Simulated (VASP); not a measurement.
## VASP 6.6.1, PBE single-point calculation, GaN (strained rocksalt)

INCAR

```
SIGMA = 0.02
NBANDS = 16
LELF = .TRUE.
LASPH = .TRUE.
ENCUT = 520
LCHARG = .TRUE.
IBRION = -1
GGA = PE
NSW = 0
PREC = Accurate
EDIFF = 1E-7
NELM = 120
ISMEAR = -1
ISIF = 2
LREAL = .FALSE.
LWAVE = .FALSE.
```

KPOINTS

```
KPOINTS created by Atomic Simulation Environment
0
Gamma
10 10 10
0 0 0
```

KPOINTS_OPT

```
special points
8
Reciprocal
0.0000000000 0.0000000000 0.0000000000 1
0.5000000000 0.0000000000 0.5000000000 1
0.6250000000 0.2500000000 0.6250000000 1
0.3750000000 0.3750000000 0.7500000000 1
0.5000000000 0.5000000000 0.5000000000 1
0.5000000000 0.2500000000 0.7500000000 1
0.2109380000 0.2109380000 0.3463540000 1
0.0000000000 0.5000000000 0.5000000000 1
```

POSCAR

```
Ga N
 1.0000000000000000
     0.0840594742000000    2.1925747120999999    2.1925747120999999
     2.1925747120999999    0.0840594742000000    2.1925747120999999
     2.1925747120999999    2.1925747120999999    0.0840594742000000
 Ga  N
   1   1
Cartesian
  0.0000000000000000  0.0000000000000000  0.0000000000000000
  2.2346044491999995  2.2346044491999995  2.2346044491999995
```

VASP ran with the recommended PBE PAW datasets (18 valence electrons in the cell).

Command

```
mpirun -np 1 vasp_std
```

OSZICAR

```
N       E                     dE             d eps       ncg     rms          rms(c)
DAV:   1     0.726749813824E+02    0.72675E+02   -0.91895E+03  4312   0.210E+03
DAV:   2    -0.853772492067E+01   -0.81213E+02   -0.76330E+02  4376   0.316E+02
DAV:   3    -0.128832033662E+02   -0.43455E+01   -0.43313E+01  4296   0.624E+01
DAV:   4    -0.129229885696E+02   -0.39785E-01   -0.39781E-01  4560   0.631E+00
DAV:   5    -0.129234853781E+02   -0.49681E-03   -0.49681E-03  4456   0.639E-01    0.721E+00
DAV:   6    -0.111716355186E+02    0.17518E+01   -0.45037E+00  5344   0.383E+01    0.241E+00
DAV:   7    -0.111608354769E+02    0.10800E-01   -0.21797E-01  4416   0.542E+00    0.156E+00
DAV:   8    -0.111472627900E+02    0.13573E-01   -0.41107E-02  4224   0.210E+00    0.593E-01
DAV:   9    -0.111451585604E+02    0.21042E-02   -0.68989E-03  4568   0.165E+00    0.141E-01
DAV:  10    -0.111452335522E+02   -0.74992E-04   -0.80297E-04  4376   0.372E-01    0.684E-02
DAV:  11    -0.111451986917E+02    0.34861E-04   -0.10487E-04  5232   0.161E-01    0.591E-03
DAV:  12    -0.111452001391E+02   -0.14474E-05   -0.83099E-06  4640   0.439E-02    0.447E-03
DAV:  13    -0.111452000560E+02    0.83104E-07   -0.64483E-07  4472   0.964E-03
   1 F= -.11145200E+02 E0= -.11145088E+02  d E =-.224522E-03
       N       E                     dE             ncg
DAV:   1     0.299453578270E+04   -0.46267E+04      280
DAV:   2     0.232023550396E+04   -0.67430E+03      304
DAV:   3     0.228359961639E+04   -0.36636E+02      312
DAV:   4     0.228327698969E+04   -0.32263E+00      312
DAV:   5     0.228327268098E+04   -0.43087E-02      312
DAV:   6     0.228327256156E+04   -0.11943E-03      336
DAV:   7     0.228327255842E+04   -0.31366E-05      296
DAV:   8     0.228327255830E+04   -0.12152E-06      280
DAV:   9     0.228327255829E+04   -0.45707E-08      208
```

From OUTCAR

```
k-points           NKPTS =    116   k-points in BZ     NKDIM =    116   number of bands    NBANDS=     16

   NELECT =      18.0000    total number of electrons

   dimension x,y,z NGX =    24 NGY =   24 NGZ =   24
   dimension x,y,z NGXF=    48 NGYF=   48 NGZF=   48

  energy-cutoff  :      520.00
  volume of cell :       19.87
      direct lattice vectors                 reciprocal lattice vectors
     0.084059474  2.192574712  2.192574712    -0.241593839  0.232673543  0.232673543
     2.192574712  0.084059474  2.192574712     0.232673543 -0.241593839  0.232673543
     2.192574712  2.192574712  0.084059474     0.232673543  0.232673543 -0.241593839

 k-points in reciprocal lattice and weights: KPOINTS created by Atomic Simulation Env
   0.00000000  0.00000000  0.00000000       0.001
   0.10000000  0.00000000  0.00000000       0.006
   0.20000000  0.00000000  0.00000000       0.006
   0.30000000 -0.00000000 -0.00000000       0.006
   0.40000000 -0.00000000 -0.00000000       0.006
   0.50000000 -0.00000000 -0.00000000       0.003
   0.10000000  0.10000000  0.00000000       0.006
   0.20000000  0.10000000  0.00000000       0.012
   ...

 E-fermi :   7.4958

 k-point     1 :       0.0000    0.0000    0.0000
  band No.  band energies     occupation
      1      -9.5239      2.00000
      2      -6.7660      2.00000
      3      -6.7660      2.00000
      4      -6.7656      2.00000
      5      -6.6570      2.00000
      6      -6.6570      2.00000
      7       6.3172      2.00000
      8       7.0746      2.00000
      9       7.0746      2.00000
     10       8.8439      0.00000
     11      20.7233      0.00000
     12      21.8293      0.00000
     13      22.2855      0.00000
     14      22.2855      0.00000
     15      22.5095      0.00000
     16      22.5095      0.00000

 k-point     2 :       0.1000    0.0000    0.0000
  band No.  band energies     occupation
      1      -9.3346      2.00000
      2      -6.7763      2.00000
      3      -6.7547      2.00000
      4      -6.7466      2.00000
      5      -6.6742      2.00000
      6      -6.6688      2.00000
      7       5.6733      2.00000
      8       6.4857      2.00000
      9       7.0747      2.00000
     10       9.8933      0.00000
     11      19.3593      0.00000
     12      20.4552      0.00000
     13      20.8866      0.00000
     14      21.8988      0.00000
     15      22.5674      0.00000
     16      23.3457      0.00000

 k-point     3 :       0.2000    0.0000    0.0000
  band No.  band energies     occupation
      1      -8.7881      2.00000
      2      -6.8087      2.00000
      3      -6.7542      2.00000
      4      -6.7242      2.00000
      5      -6.6904      2.00000
      6      -6.6641      2.00000
      7       3.7524      2.00000
      8       6.5336      2.00000
      9       7.0846      2.00000
     10      11.1311      0.00000
     11      17.2474      0.00000
     12      18.7528      0.00000
     13      19.0539      0.00000
     14      22.0420      0.00000
     15      23.1144      0.00000
     16      24.6239      0.00000

 k-point     4 :       0.3000   -0.0000   -0.0000
  band No.  band energies     occupation
      1      -7.9683      2.00000
      2      -6.8622      2.00000
      3      -6.7786      2.00000
      4      -6.7746      2.00000
      5      -6.6273      2.00000
      6      -6.6158      2.00000
      7       1.7871      2.00000
      8       6.6677      2.00000
      9       7.1169      2.00000
     10      11.6771      0.00000
     11      16.1514      0.00000
     12      17.1810      0.00000
     13      17.4924      0.00000
     14      22.1446      0.00000
     15      24.8196      0.00000
     16      26.5096      0.00000

 k-point     5 :       0.4000   -0.0000   -0.0000
  band No.  band energies     occupation
      1      -7.1377      2.00000
      2      -6.9089      2.00000
      3      -6.8239      2.00000
      4      -6.7378      2.00000
      5      -6.5742      2.00000
      6      -6.5696      2.00000
      7       0.1574      2.00000
      8       6.8075      2.00000
      9       7.1613      2.00000
     10      11.5597      0.00000
     11      15.8978      0.00000
     12      16.1501      0.00000
     13      16.4628      0.00000
     14      22.6543      0.00000
     15      27.0150      0.00000
     16      28.8640      0.00000

 k-point     6 :       0.5000   -0.0000   -0.0000
  band No.  band energies     occupation
      1      -6.9509      2.00000
      2      -6.8945      2.00000
      3      -6.8412      2.00000
      4      -6.5547      2.00000
      5      -6.5537      2.00000
      6      -6.5193      2.00000
      7      -0.5419      2.00000
      8       6.8695      2.00000
      9       7.1831      2.00000
     10      11.4241      0.00000
     11      15.6958      0.00000
     12      15.9823      0.00000
     13      16.1026      0.00000
     14      23.0091      0.00000
     15      28.9202      0.00000
     16      29.8255      0.00000

 k-point     7 :       0.1000    0.1000    0.0000
  band No.  band energies     occupation
      1      -9.2829      2.00000
      2      -6.7829      2.00000
      3      -6.7477      2.00000
      4      -6.7468      2.00000
      5      -6.6896      2.00000
      6      -6.6491      2.00000
      7       5.5323      2.00000
      8       6.4373      2.00000
      9       6.8498      2.00000
     10      10.2557      0.00000
     11      19.2581      0.00000
     12      19.7548      0.00000
     13      20.6150      0.00000
     14      20.8370      0.00000
     15      23.9494      0.00000
     16      24.9664      0.00000

 k-point     8 :       0.2000    0.1000    0.0000
  band No.  band energies     occupation
      1      -8.8811      2.00000
      2      -6.8010      2.00000
      3      -6.7545      2.00000
      4      -6.7116      2.00000
      5      -6.6970      2.00000
      6      -6.6415      2.00000
      7       4.2744      2.00000
      8       6.1168      2.00000
      9       6.8315      2.00000
     10      11.3479      0.00000
     11      17.5464      0.00000
     12      17.9766      0.00000
     13      19.6331      0.00000
     14      21.4036      0.00000
     15      24.6144      0.00000
     16      25.5792      0.00000

 k-point     9 :       0.3000    0.1000   -0.0000
  band No.  band energies     occupation
      1      -8.2126      2.00000
      2      -6.8404      2.00000
      3      -6.7681      2.00000
      4      -6.7329      2.00000
      5      -6.6061      2.00000
      6      -6.6042      2.00000
      7       2.4902      2.00000
      8       6.0685      2.00000
      9       6.7851      2.00000
     10      12.0924      0.00000
     11      15.7535      0.00000
     12      17.1656      0.00000
     13      18.4107      0.00000
     14      22.2503      0.00000
     15      25.0987      0.00000
     16      26.7361      0.00000

 k-point    10 :       0.4000    0.1000   -0.0000
  band No.  band energies     occupation
      1      -7.5380      2.00000
      2      -6.8862      2.00000
      3      -6.8124      2.00000
      4      -6.6962      2.00000
      5      -6.5645      2.00000
      6      -6.3759      2.00000
      7       0.7827      2.00000
      8       6.2082      2.00000
      9       6.6261      2.00000
     10      12.1889      0.00000
     11      14.6615      0.00000
     12      17.0584      0.00000
     13      17.2908      0.00000
     14      23.0812      0.00000
     15      26.4305      0.00000
     16      28.5188      0.00000

 k-point    11 :       0.5000    0.1000    0.0000
  band No.  band energies     occupation
      1      -7.2317      2.00000
      2      -6.9104      2.00000
      3      -6.8549      2.00000
      4      -6.6543      2.00000
      5      -6.5507      2.00000
      6      -6.0026      2.00000
      7      -0.2900      2.00000
      8       6.2523      2.00000
      9       6.6222      2.00000
     10      12.0772      0.00000
     11      14.2441      0.00000
     12      16.3757      0.00000
     13      17.3218      0.00000
     14      23.7831      0.00000
     15      27.8753      0.00000
     16      29.7592      0.00000

 k-point    12 :      -0.4000    0.1000    0.0000
  band No.  band energies     occupation
      1      -7.2434      2.00000
      2      -6.8968      2.00000
      3      -6.8690      2.00000
      4      -6.6706      2.00000
      5      -6.5739      2.00000
      6      -6.0954      2.00000
      7      -0.0676      2.00000
      8       6.0534      2.00000
      9       6.8943      2.00000
     10      12.1596      0.00000
     11      14.3676      0.00000
     12      16.1391      0.00000
     13      17.3358      0.00000
     14      23.7580      0.00000
     15      26.8567      0.00000
     16      29.1753      0.00000

 ...

  Total       -0.4165841     -0.4165841     -0.4165841     -1.0030285     -1.0030285     -1.0030285
  in kB      -33.5914813    -33.5914813    -33.5914813    -80.8797303    -80.8797303    -80.8797303
  external PRESSURE =     -33.5914813 kB  Pullay stress =       0.0000000 kB

 POSITION                                       TOTAL-FORCE (eV/Angst)
 -----------------------------------------------------------------------------------
      0.00000      0.00000      0.00000        -0.000000     -0.000000     -0.000000
      2.23460      2.23460      2.23460         0.000000      0.000000      0.000000
 -----------------------------------------------------------------------------------
    total drift:                                0.000000     -0.000000     -0.000000

  FREE ENERGIE OF THE ION-ELECTRON SYSTEM (eV)
  ---------------------------------------------------
  free  energy   TOTEN  =       -11.1452000560 eV

  energy  without entropy=      -11.1449755336  energy(sigma->0) =      -11.14508779
```

- gap between bands v and c: 0.04 eV
- least direct gap: 1.77 eV
- pressure: -3.4 GPa

Band v is the last that the valence electrons fill when counted band by band, and c is the next.

The run took about 42 s on one core of a shared host (Intel Xeon Platinum 8488C) and held 0.18 GiB at most.
